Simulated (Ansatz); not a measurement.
**CdSe: pressure against volume**

The task here is to estimate one member of a computed series from the others.

Program: Ansatz 0.2.0. Level of theory: DFT LDA, scalar-relativistic. These are calculated values, not measurements.

## The structure to begin with

Symmetry: F-43m, No. 216, cubic system. The conventional cell has a = 6.141 Å, b = 6.141 Å, c = 6.141 Å, α = 90.00°, β = 90.00°, γ = 90.00°. Around Cd (site symmetry -43m) lie 4 Se at 2.66 Å. Around Se (site symmetry -43m) lie 4 Cd at 2.66 Å.

As a file:

```
Cd Se
1.0
     0.00000    3.07027    3.07027
     3.07027    0.00000    3.07027
     3.07027    3.07027    0.00000
Cd Se
1 1
Direct
  0.00000 0.00000 0.00000
  0.25000 0.25000 0.25000
```

Atoms are numbered in the order of the input: Cd1, Se2.

The first run:

File input.yaml:

```yaml
crystal:
  lattice:
    - [0.0, 3.0075950161, 3.0075950161]
    - [3.0075950161, 0.0, 3.0075950161]
    - [3.0075950161, 3.0075950161, 0.0]
  atoms:
    - { symbol: Cd, position: [0.0, 0.0, 0.0] }
    - { symbol: Se, position: [0.25, 0.25, 0.25] }
kpoints:
  mp_grid: { grid: [8, 8, 8] }
  band_path:
    path:
      - [0.0, 0.0, 0.0]
      - [-0.5, -0.5, 0.0]
      - [-0.375, -0.375, 0.25]
      - [-0.375, 0.0, 0.375]
      - [0.0, 0.0, 0.0]
      - [0.0, 0.0, 0.5]
      - [-0.5, -0.25, 0.25]
      - [-0.5, -0.5, 0.0]
    npoints: 5
scf:
  occupations: { method: fermi_dirac, width: 0.03 }
hamiltonian:
  xc: lda
  pseudopotentials: { kind: all_electron, lapw: { basis_error: 0.001 } }
output:
  forces: true
  stress: true
  eigenvalues: true
```

Launch:

```bash
$ ansatz run input.yaml --threads 1 --pin off --max-ram 3072MiB --backend cpu --events-out ev --progress --plain --runs-dir out
```

Steps of the session up to this table: Volume × 0.94, LAPW; Volume × 0.94, PAW; Volume × 0.94, crystal datasets; Volume × 0.98, LAPW; Volume × 0.98, PAW; Volume × 0.98, crystal datasets; Volume × 1.01, LAPW; Volume × 1.01, PAW; Volume × 1.01, crystal datasets; Volume × 1.04, LAPW; Volume × 1.04, PAW; Volume × 1.04, crystal datasets.

One table of the session follows, with a row left open; its other results are not shown here.

It belongs to the step «Fits». 

| method | volume (Å³/atom) | pressure (GPa) | gap on the k mesh (eV) |
| --- | --- | --- | --- |
| LAPW | 27.206 | -0.20 | 0.40 |
| LAPW | 28.363 | -2.35 | 0.31 |
| LAPW | 29.232 | -3.66 | 0.25 |
| LAPW | 30.100 | -4.74 | 0.19 |
| PAW | 27.206 | ? | ? |
| PAW | 28.363 | -2.37 | 0.31 |
| PAW | 29.232 | -3.67 | 0.25 |
| PAW | 30.100 | -4.75 | 0.20 |
| crystal datasets | 27.206 | -0.20 | 0.40 |
| crystal datasets | 28.363 | -2.35 | 0.31 |
| crystal datasets | 29.232 | -3.66 | 0.25 |
| crystal datasets | 30.100 | -4.74 | 0.19 |

Estimate the missing values for PAW, 27.206.

As computed: pressure (GPa): -0.22; gap on the k mesh (eV): 0.40. In the column «pressure (GPa)» it lies between crystal datasets, 28.363 (-2.35) and LAPW, 27.206 (-0.20).

To keep in mind: Warnings in the runs' records: gradients without spin orbit, crystal datasets made.
